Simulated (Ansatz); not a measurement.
**Ta$_{2}$Si under strain**

These are results of DFT PBEsol, scalar-relativistic, plane waves, PAW in Ansatz, not measurements. (420 eV cutoff, 6×6×8 k-mesh, Gaussian smearing of 0.10 eV, no spin polarisation)

Reference structure (relaxed):

```
CELL_PARAMETERS angstrom
6.13675 0.00000 0.00000
0.00000 6.13675 0.00000
0.00000 0.00000 5.03980
ATOMIC_POSITIONS crystal
Ta 0.33693 0.16307 0.50000
Ta 0.83693 0.33693 0.50000
Ta 0.16307 0.33693 0.00000
Ta 0.66307 0.16307 0.00000
Ta 0.83693 0.66307 0.00000
Ta 0.33693 0.83693 0.00000
Ta 0.66307 0.83693 0.50000
Ta 0.16307 0.66307 0.50000
Si 0.00000 0.00000 0.25000
Si 0.00000 0.00000 0.75000
Si 0.50000 0.50000 0.75000
Si 0.50000 0.50000 0.25000
```

Deformation: c alone is stretched, the rest of the cell is held and the atoms relax, all within the symmetry that the strain leaves. Energies are extrapolated to zero smearing.

Spin–orbit coupling is left out, which can shift energies with elements as heavy as these.

```tsv
strain (%)	ΔE (meV/atom)	a (Å)	b (Å)	c (Å)
-3.0	16.9	6.137	6.137	4.889
-2.0	7.1	6.137	6.137	4.939
-1.0	1.6	6.137	6.137	4.989
+0.0	0.0	6.137	6.137	5.040
+1.0	1.5	6.137	6.137	5.090
+2.0	6.0	6.137	6.137	5.141
+3.0	13.4	6.137	6.137	5.191
```

Task: What stiffness (1/V) d²E/dε² at zero strain does a cubic fit over all points give?

Result: A cubic fit gives (1/V) d²E/dε² = 342 GPa at zero strain (the elastic constant along c at held a and b).